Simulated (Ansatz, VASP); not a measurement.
Cs in VASP and in Ansatz

File INCAR:

```
SYSTEM = Cs
  PREC = Accurate
  ENCUT = 520
  EDIFF = 1E-6
  ISMEAR = -1
  SIGMA = 0.05
  LREAL = .FALSE.
  LASPH = .TRUE.
  NELM = 100
  ALGO = Normal
  ISIF = 2
  LWAVE = .FALSE.
  LCHARG = .FALSE.
  NBANDS = 10
```

KPOINTS

```
regular mesh
0
G
  9 9 9
  0 0 0
```

File POSCAR:

```
Cs
1.0
   -3.0527250000      3.0527250000      3.0225000000
    3.0527250000     -3.0527250000      3.0225000000
    3.0527250000      3.0527250000     -3.0225000000
Cs
1
Direct
    0.0000000000      0.0000000000      0.0000000000
```

Input for Ansatz:

```yaml
crystal:
  lattice:
    - [-3.052725, 3.052725, 3.0225]
    - [3.052725, -3.052725, 3.0225]
    - [3.052725, 3.052725, -3.0225]
  atoms:
    - { symbol: Cs, position: [0.0, 0.0, 0.0] }
kpoints:
  mp_grid: { grid: [9, 9, 9] }
  band_path:
    path:
      - [0.0, 0.0, 0.0]
      - [0.0, 0.0, 0.5]
      - [-0.5, 0.5, 0.5]
      - [0.0, 0.0, 0.0]
      - [0.4950740124, 0.4950740124, -0.4950740124]
      - [-0.4950740124, 0.5049259876, 0.4950740124]
      - [-0.5, 0.5, 0.5]
      - [0.0, 0.0, 0.5]
      - [0.25, 0.25, 0.25]
    npoints: 5
scf:
  occupations: { method: fermi_dirac, width: 0.05 }
hamiltonian:
  xc: lda
  pseudopotentials: { kind: all_electron, lapw: { basis_error: 0.001 } }
output:
  forces: true
  stress: true
  eigenvalues: true
```

Change from the starting cell: equal xx and yy strain of +1 %.

Alike in both runs: task single point; functional LDA; k mesh 9 × 9 × 9; occupations fermi-dirac, width 0.05 eV; no spin polarisation.

```csv
,VASP,Ansatz
version,VASP 6.6.1,Ansatz 0.2.0
potentials or method,"VASP PAW LDA potentials, release 64 (Cs_sv)","all-electron LAPW, scalar-relativistic"
plane-wave cutoff (eV),520,see its input
```

```csv
,VASP,Ansatz,Ansatz less VASP
pressure (GPa),-0.3,-0.3,+0.01
```

Ansatz ran all-electron here, so the differences hold the error of VASP's frozen core and of both bases.

The runs have no spin-orbit coupling, so splittings on Cs are missing.
